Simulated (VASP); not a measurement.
# CaSe (Fm-3m) in VASP: further runs

The runs below take CaSe through single point, with PBE, r2SCAN.

Everything below comes from runs of VASP 6.6.1. Logs are shortened: lines on timing, memory, paths and dates and some standing lists are left out, and cuts for length are marked.

**The experiment to reproduce.**

From a printed reference work, monograph, original work of 1988, for a bulk crystal of CaSe at 2 K: band gap 3.85 eV (indirect).

How close the calculation comes is told below.

### Step 1. The cell of the first run

Symmetry: Fm-3m, No. 225, cubic system. The conventional cell has a = 5.912 Å, b = 5.912 Å, c = 5.912 Å, α = 90.00°, β = 90.00°, γ = 90.00°. Within 3.9 Å of Se (site symmetry m-3m) lie 6 Ca at 2.96 Å. Ca (site symmetry m-3m) has 6 Se at 2.96 Å within 3.9 Å.

### Step 2. Single point, PBE

INCAR

```
SYSTEM = CaSe
PREC     = Accurate       ! precision mode
ENCUT    = 520            ! plane-wave cutoff, eV
EDIFF    = 1E-6           ! SCF threshold, eV
ISMEAR   = 0              ! smearing method
SIGMA    = 0.1            ! smearing width, eV
LREAL    = .False.        ! projectors in reciprocal space
LASPH    = .True.         ! aspherical terms in the spheres
NELM     = 100            ! most SCF steps
ALGO     = Normal         ! electronic algorithm
ISIF     = 2              ! what is computed and relaxed
LWAVE    = .False.        ! write WAVECAR
LCHARG   = .True.         ! write CHGCAR
GGA      = PE             ! functional
LELF     = .True.         ! ELF
LVHAR    = .True.       
NBANDS   = 15             ! bands
```

KPOINTS

```
regular mesh
0
Gamma
  8 8 8
  0 0 0
```

POSCAR

```
CaSe
1.0
    0.0000000000      2.9560000000      2.9560000000
    2.9560000000      0.0000000000      2.9560000000
    2.9560000000      2.9560000000      0.0000000000
Se Ca
1 1
Direct
    0.5000000000      0.5000000000      0.5000000000
    0.0000000000      0.0000000000      0.0000000000
```

Potentials or basis: VASP PAW PBE potentials, release 64 (Se, Ca_sv).

Started as:

```
$ cat potpaw_PBE.64/Se/POTCAR potpaw_PBE.64/Ca_sv/POTCAR > POTCAR
$ mpirun -np 1 vasp_std > vasp.out
```

OUTCAR:

```text
SYSTEM = CaSe
   PREC = Accurate
   ENCUT = 520
   EDIFF = 1E-6
   ISMEAR = 0
   LREAL = .False.
   LASPH = .True.
   NELM = 100
   ISIF = 2
   GGA = PE

 ion  position               nearest neighbor table
   1  0.500  0.500  0.500-   2 2.96   2 2.96   2 2.96   2 2.96   2 2.96   2 2.96
   2  0.000  0.000  0.000-   1 2.96   1 2.96   1 2.96   1 2.96   1 2.96   1 2.96

  LATTYP: Found a face centered cubic cell.
 ALAT       =     5.9120000000

  Lattice vectors:

 A1 = (   0.0000000000,   2.9560000000,   2.9560000000)
 A2 = (   2.9560000000,   0.0000000000,   2.9560000000)
 A3 = (   2.9560000000,   2.9560000000,   0.0000000000)

Analysis of symmetry for initial positions (statically):
=====================================================================
 Subroutine PRICEL returns:
 Original cell was already a primitive cell.

 Routine SETGRP: Setting up the symmetry group for a
 face centered cubic supercell.

 Subroutine GETGRP returns: Found 48 space group operations
 (whereof 48 operations were pure point group operations)
 out of a pool of 48 trial point group operations.

The static configuration has the point symmetry O_h .

Analysis of symmetry for dynamics (positions and initial velocities):
=====================================================================
 Subroutine PRICEL returns:
 Original cell was already a primitive cell.

 Routine SETGRP: Setting up the symmetry group for a
 face centered cubic supercell.

 Subroutine GETGRP returns: Found 48 space group operations
 (whereof 48 operations were pure point group operations)
 out of a pool of 48 trial point group operations.

The dynamic configuration has the point symmetry O_h .

 Subroutine INISYM returns: Found 48 space group operations
 (whereof 48 operations are pure point group operations),
 and found     1 'primitive' translations

----------------------------------------------------------------------------------------

                                     Primitive cell

  volume of cell :      51.6587

  direct lattice vectors                    reciprocal lattice vectors
     0.000000000  2.956000000  2.956000000    -0.169147497  0.169147497  0.169147497
     2.956000000  0.000000000  2.956000000     0.169147497 -0.169147497  0.169147497
     2.956000000  2.956000000  0.000000000     0.169147497  0.169147497 -0.169147497

  length of vectors
     4.180415290  4.180415290  4.180415290     0.292972058  0.292972058  0.292972058

  position of ions in fractional coordinates (direct lattice)
     0.500000000  0.500000000  0.500000000
     0.000000000  0.000000000  0.000000000

  ion indices of the primitive-cell ions
   primitive index   ion index
                 1           1
                 2           2

----------------------------------------------------------------------------------------

 KPOINTS: regular mesh

Automatic generation of k-mesh.
 Grid dimensions read from file:
 generate k-points for:    8    8    8

 Generating k-lattice:

  Cartesian coordinates                     Fractional coordinates (reciprocal lattice)
    -0.021143437  0.021143437  0.021143437     0.125000000  0.000000000  0.000000000
     0.021143437 -0.021143437  0.021143437     0.000000000  0.125000000  0.000000000
     0.021143437  0.021143437 -0.021143437     0.000000000  0.000000000  0.125000000

  Length of vectors
     0.036621507  0.036621507  0.036621507

  Shift w.r.t. Gamma in fractional coordinates (k-lattice)
     0.000000000  0.000000000  0.000000000

 Subroutine IBZKPT returns following result:
 ===========================================

 Found     29 irreducible k-points:

 Following reciprocal coordinates:
            Coordinates               Weight
  0.000000  0.000000  0.000000      1.000000
  0.125000  0.000000  0.000000      8.000000
  0.250000  0.000000  0.000000      8.000000
  0.375000  0.000000  0.000000      8.000000
  0.500000  0.000000  0.000000      4.000000
  0.125000  0.125000  0.000000      6.000000
[... 16 lines left out ...]
  0.500000  0.250000  0.125000     48.000000
 -0.375000  0.250000  0.125000     24.000000
 [... further k-points ...]
   k-points           NKPTS =     29   k-points in BZ     NKDIM =     29   number of bands    NBANDS=     15
   number of dos      NEDOS =    301   number of ions     NIONS =      2
   total plane-waves  NPLWV =  32768
   dimension x,y,z NGX =    32 NGY =   32 NGZ =   32
   dimension x,y,z NGXF=    64 NGYF=   64 NGZF=   64
   ions per type =               1   1
   NGX,Y,Z   is equivalent  to a cutoff of  12.73, 12.73, 12.73 a.u.
   NGXF,Y,Z  is equivalent  to a cutoff of  25.45, 25.45, 25.45 a.u.
 SYSTEM =  CaSe
   PREC   = accura    normal or accurate (medium, high low for compatibility)
   ISTART =      0    job   : 0-new  1-cont  2-samecut
   ICHARG =      2    charge: 1-file 2-atom 10-const
   ISPIN  =      1    spin polarized calculation?
   LNONCOLLINEAR =      F non collinear calculations
   LSORBIT =      F    spin-orbit coupling
   LASPH  =      T    aspherical Exc in radial PAW
   ENCUT  =  520.0 eV  38.22 Ry    6.18 a.u.   7.77  7.77  7.77*2*pi/ulx,y,z
   NELM   =    100;   NELMIN=  2; NELMDL= -5     # of ELM steps
   EDIFF  = 0.1E-05   stopping-criterion for ELM
   LREAL  =      F    real-space projection
   EDIFFG = 0.1E-04   stopping-criterion for IOM
   NSW    =      0    number of steps for IOM
   IBRION =     -1    ionic relax: 0-MD 1-quasi-New 2-CG
   NFREE  =      0    steps in history (QN), initial steepest desc. (CG)
   ISIF   =      2    stress and relaxation
   ISYM   =      2    0-nonsym 1-usesym 2-fastsym
   POTIM  = 0.5000    time-step for ionic-motion
   TEBEG  =    0.0;   TEEND  =   0.0 temperature during run
   PSTRESS=    0.0 pullay stress
   NELECT =      16.0000    total number of electrons
   NUPDOWN=      -1.0000    fix difference up-down
   EMIN   =  10.00;   EMAX   =-10.00  energy-range for DOS
   EFERMI =   0.00;   METHOD = LEGACY
   ISMEAR =     0;   SIGMA  =   0.10  broadening in eV -4-tet -1-fermi 0-gaus
   EFERMI_NEDOS =   21; number of points for ismear=-14 and -15
   IALGO  =     38    algorithm
   IMIX   =      4    mixing-type and parameters
     AMIX     =   0.40;   BMIX     =  1.00
     AMIX_MAG =   1.60;   BMIX_MAG =  1.00
  volume/ion in A,a.u.               =      25.83       174.30
  Fermi-wavevector in a.u.,A,eV,Ry     =   1.107645  2.093145 16.692666  1.226876
  Thomas-Fermi vector in A             =   2.244161
   LORBIT       =      0    0 simple, 1 ext, 2 COOP (PROOUT), +10 PAW based schemes
   GGA     = PE    functional components
   LHFCALC =     F    Hartree Fock is set to
   AEXX    =    0.0000 exact exchange contribution
   IVDW    =     0    specifies the selected vdW correction
   LEPSILON=     F    determine dielectric tensor
   LRPA    =     F    only Hartree local field effects (RPA)
 non-spin polarized calculation
 Gauss-broadening in eV      SIGMA  =   0.10
  energy-cutoff  :      520.00
  volume of cell :       51.66
 maximum number of plane-waves:      1411
   NGX = 15   NGY = 15   NGZ = 15

 number of electron      15.9999998 magnetization

 Free energy of the ion-electron system (eV)
  ---------------------------------------------------
  ext. energy  EPLUGINS =         0.00000000
  ---------------------------------------------------
  free energy    TOTEN  =        -9.47998082 eV

  energy without entropy =       -9.47998082  energy(sigma->0) =       -9.47998082

 E-fermi :   3.0314     XC(G=0):  -9.1623

 val. band max:        2.4581344550   @ k =   0.0000   0.0000   0.0000
 cond. band min:       4.4778290087   @ k =   0.5000   0.5000   0.0000
 fundamental gap:      2.0196945537
 Fermi energy:         3.0313984642

 k-point     1 :       0.0000    0.0000    0.0000
  band No.  band energies     occupation
      1     -37.2860      2.00000
      2     -18.2804      2.00000
      3     -18.2804      2.00000
      4     -18.2804      2.00000
      5      -9.3465      2.00000
      6       2.4581      2.00000
      7       2.4581      2.00000
      8       2.4581      2.00000
      9       5.8086      0.00000
     10       6.1638      0.00000
     11       6.1638      0.00000
     12       6.1638      0.00000
     13       6.7343      0.00000
     14       6.7343      0.00000
     15      12.1745      0.00000

 k-point     2 :       0.1250    0.0000    0.0000
  band No.  band energies     occupation
      1     -37.2850      2.00000
      2     -18.2977      2.00000
      3     -18.2815      2.00000
      4     -18.2815      2.00000
      5      -9.2532      2.00000
      6       1.6901      2.00000
      7       2.2172      2.00000
      8       2.2172      2.00000
      9       6.0707      0.00000
     10       6.3762      0.00000
     11       6.3762      0.00000
     12       6.7852      0.00000
     13       7.1417      0.00000
     14       7.1417      0.00000
     15      12.3438      0.00000

 k-point     3 :       0.2500    0.0000    0.0000
  band No.  band energies     occupation
      1     -37.2826      2.00000
      2     -18.3388      2.00000
      3     -18.2843      2.00000
      4     -18.2843      2.00000
      5      -9.0164      2.00000
      6       0.4513      2.00000
      7       1.7547      2.00000
      8       1.7547      2.00000
      9       6.1851      0.00000
     10       6.8946      0.00000
     11       6.8946      0.00000
     12       8.1378      0.00000
     13       8.1378      0.00000
     14       8.2036      0.00000
     15      11.8745      0.00000
[... 343 lines left out ...]
 k-point    23 :       0.5000    0.2500    0.1250
  band No.  band energies     occupation
      1     -37.2789      2.00000
      2     -18.3652      2.00000
      3     -18.3116      2.00000
      4     -18.2941      2.00000
      5      -8.7310      2.00000
      6      -0.2362      2.00000
      7       1.0202      2.00000
      8       1.3076      2.00000
      9       6.3449      0.00000
     10       7.6707      0.00000
     11       7.9713      0.00000
     12       8.1292      0.00000
     13       8.6047      0.00000
     14      10.2127      0.00000
     15      10.5292      0.00000

 k-point    24 :      -0.3750    0.2500    0.1250
  band No.  band energies     occupation
      1     -37.2781      2.00000
      2     -18.3740      2.00000
      3     -18.3134      2.00000
      4     -18.2973      2.00000
      5      -8.6602      2.00000
      6      -0.3773      2.00000
      7       0.8261      2.00000
      8       1.2172      2.00000
      9       6.9366      0.00000
     10       7.2207      0.00000
     11       8.1872      0.00000
     12       8.4702      0.00000
     13       8.8120      0.00000
     14       9.6983      0.00000
     15      11.0850      0.00000

 [... further k-points ...]
[... 5 lines left out ...]
  --------------------------------------------------------------------------------------
  -------------------------------------------------------------------------------------
  Total        0.4343318      0.4343318      0.4343318      0.0000000      0.0000000     -0.0000000
  in kB       13.4706616     13.4706616     13.4706616      0.0000000      0.0000000     -0.0000000
  external PRESSURE =      13.4706616 kB  Pullay stress =       0.0000000 kB

 VOLUME and BASIS-vectors are now :
 -----------------------------------------------------------------------------
  energy-cutoff  :      520.00
  volume of cell :       51.66
      direct lattice vectors                 reciprocal lattice vectors
     0.000000000  2.956000000  2.956000000    -0.169147497  0.169147497  0.169147497
     2.956000000  0.000000000  2.956000000     0.169147497 -0.169147497  0.169147497
     2.956000000  2.956000000  0.000000000     0.169147497  0.169147497 -0.169147497

 POSITION                                       TOTAL-FORCE (eV/Angst)
 -----------------------------------------------------------------------------------
      2.95600      2.95600      2.95600        -0.000000      0.000000     -0.000000
      0.00000      0.00000      0.00000         0.000000     -0.000000      0.000000
 -----------------------------------------------------------------------------------
    total drift:                                0.000000     -0.000000     -0.000000

  FREE ENERGIE OF THE ION-ELECTRON SYSTEM (eV)
  ---------------------------------------------------
  free  energy   TOTEN  =        -9.4799808213 eV

  energy  without entropy=       -9.4799808213  energy(sigma->0) =       -9.47998082
```

Wall time 9.2 s (1 thread of Intel Xeon 6975P-C (Granite Rapids), shared host); peak memory 0.17 GiB.

Results:

| Quantity | Value |
| --- | --- |
| Free energy | -9.4800 eV |
| Pressure | 1.3 GPa |
| Band gap on the k mesh | 2.02 eV, indirect (least direct gap 2.96 eV) |

### Step 3. Single point, r2SCAN

This run uses another cell than the first one, of 24.28 Å³/atom, 0.940 times its volume.

POSCAR

```
CaSe
1.0
    0.0000000000      2.8956565374      2.8956565374
    2.8956565374      0.0000000000      2.8956565374
    2.8956565374      2.8956565374      0.0000000000
Se Ca
1 1
Direct
    0.5000000000      0.5000000000      0.5000000000
    0.0000000000      0.0000000000      0.0000000000
```

INCAR.step1

```
ALGO = Normal
EDIFF = 1E-4
ENCUT = 520
GGA = PE
ISMEAR = -1
LASPH = True
LCHARG = False
LREAL = False
LWAVE = True
NBANDS = 15
NELM = 100
PREC = Accurate
SIGMA = 0.05
```

INCAR.step2

```
ALGO = Normal
EDIFF = 1E-6
ENCUT = 520
ISIF = 2
ISMEAR = -1
ISTART = 1
LASPH = True
LCHARG = False
LMIXTAU = True
LREAL = False
LWAVE = False
METAGGA = R2SCAN
NBANDS = 15
NELM = 100
PREC = Accurate
SIGMA = 0.05
```

KPOINTS

```
k-points
0
Gamma
  8 8 8
```

Potentials or basis: VASP PAW PBE potentials, release 64 (Se, Ca_sv).

Started as:

```
$ cat potpaw_PBE.64/Se/POTCAR potpaw_PBE.64/Ca_sv/POTCAR > POTCAR
$ cp INCAR.step1 INCAR
$ mpirun -np 1 vasp_std > vasp.out
$ cp INCAR.step2 INCAR
$ mpirun -np 1 vasp_std > vasp.out
```

It took 46 s on 1 thread of Intel Xeon 6975P-C (Granite Rapids), shared host; peak memory 0.18 GiB.

It converged, with:

```
Free energy            : -25.9238 eV
Pressure               : 4.8 GPa
Band gap on the k mesh : 2.33 eV, indirect (least direct gap 3.34 eV)
```

Levels at points of the mesh, in eV from the valence-band top:
```tsv
k point	band 6	band 7	band 8	band 9	band 10	band 11
(0.00, 0.00, 0.00)	0.00	0.00	0.00	4.19	4.19	4.19
(0.50, 0.00, 0.00)	-3.53	-1.33	-1.33	5.23	6.28	6.28
(0.50, 0.50, 0.00)	-2.71	-1.01	-1.01	2.33	5.72	6.11
```

Caveat: the PAW data sets were made with another functional, which shifts forces and pressure a little. A k mesh can miss the band edges.

### Step 4. Single point, r2SCAN

This run uses another cell than the first one, of 24.80 Å³/atom, 0.960 times its volume.

POSCAR

```
CaSe
1.0
    0.0000000000      2.9160491567      2.9160491567
    2.9160491567      0.0000000000      2.9160491567
    2.9160491567      2.9160491567      0.0000000000
Se Ca
1 1
Direct
    0.5000000000      0.5000000000      0.5000000000
    0.0000000000      0.0000000000      0.0000000000
```

INCAR.step1

```
SYSTEM = CaSe
ALGO     = Normal         ! electronic algorithm
EDIFF    = 1E-4           ! SCF threshold, eV
ENCUT    = 520            ! plane-wave cutoff, eV
GGA      = PE             ! functional
ISMEAR   = -1             ! smearing method
LASPH    = .TRUE.         ! aspherical terms in the spheres
LCHARG   = .FALSE.        ! write CHGCAR
LREAL    = .FALSE.        ! projectors in reciprocal space
LWAVE    = .TRUE.         ! write WAVECAR
NBANDS   = 15             ! bands
NELM     = 80             ! most SCF steps
PREC     = Accurate       ! precision mode
SIGMA    = 0.05           ! smearing width, eV
```

INCAR.step2

```
SYSTEM = CaSe
ALGO     = Normal         ! electronic algorithm
EDIFF    = 1E-6           ! SCF threshold, eV
ENCUT    = 520            ! plane-wave cutoff, eV
ISIF     = 2              ! what is computed and relaxed
ISMEAR   = -1             ! smearing method
ISTART   = 1            
LASPH    = .TRUE.         ! aspherical terms in the spheres
LCHARG   = .FALSE.        ! write CHGCAR
LMIXTAU  = .TRUE.       
LREAL    = .FALSE.        ! projectors in reciprocal space
LWAVE    = .FALSE.        ! write WAVECAR
METAGGA  = R2SCAN         ! meta-GGA
NBANDS   = 15             ! bands
NELM     = 80             ! most SCF steps
PREC     = Accurate       ! precision mode
SIGMA    = 0.05           ! smearing width, eV
```

KPOINTS

```
k-points
0
G
  8 8 8
  0 0 0
```

Started as:

```
$ cat potpaw_PBE.64/Se/POTCAR potpaw_PBE.64/Ca_sv/POTCAR > POTCAR
$ cp INCAR.step1 INCAR
$ mpirun -np 1 vasp_std > vasp.out
$ cp INCAR.step2 INCAR
$ mpirun -np 1 vasp_std > vasp.out
```

Wall time 36 s (1 thread of Intel Xeon 6975P-C (Granite Rapids), shared host); peak memory 0.19 GiB.

Results (log left out):

- Free energy: -25.9500 eV
- Pressure: 3.3 GPa
- Band gap on the k mesh: 2.38 eV, indirect (least direct gap 3.37 eV)

Levels at points of the mesh, in eV from the valence-band top:
```csv
k point,band 4,band 5,band 6,band 7,band 8,band 9,band 10,band 11,band 12,band 13
"(0.00, 0.00, 0.00)",-21.29,-12.35,0.00,0.00,0.00,4.21,4.21,4.21,4.39,4.85
"(0.50, 0.00, 0.00)",-21.29,-11.54,-3.45,-1.28,-1.28,5.20,6.22,6.23,6.23,8.42
"(0.50, 0.50, 0.00)",-21.33,-11.70,-2.66,-0.99,-0.99,2.38,5.69,6.01,6.80,6.80
```

Caveat: the PAW data sets were made with another functional, which shifts forces and pressure a little. r2SCAN opens gaps a little over a GGA but as a rule still falls short of measured ones.

(Continued in part 2 of 2.)
